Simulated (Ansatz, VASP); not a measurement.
## Two plane-wave programs on TiC

```xyz
2
Lattice="0.0000 2.1593 2.1593 2.1593 0.0000 2.1593 2.1593 2.1593 0.0000" Properties=species:S:1:pos:R:3 pbc="T T T"
Ti    0.0000    0.0000    0.0000
C     2.1593    2.1593    2.1493
```

Alike in both runs: task single point; functional PBEsol; k mesh 13 × 13 × 13; no spin polarisation.

|  | VASP | Ansatz |
| --- | --- | --- |
| version | VASP 6.6.1 | Ansatz 0.2.0 |
| potentials or method | VASP PAW PBE potentials, release 64 (Ti_sv, C) | plane waves, PAW |
| plane-wave cutoff (eV) | 520 | 420 |
| occupations | fermi-dirac, width 0.1 eV | fermi-dirac |
| valence electrons in the cell | 16 | 16 |

```tsv
	VASP	Ansatz	Ansatz less VASP
rms of the force components (eV/Å)	0.056	0.056	-0.0001
```

Atom by atom the forces differ by 0.000 eV/Å (rms over components).

Caveats: the PAW data sets were made with another functional, which shifts forces and pressure a little (VASP).
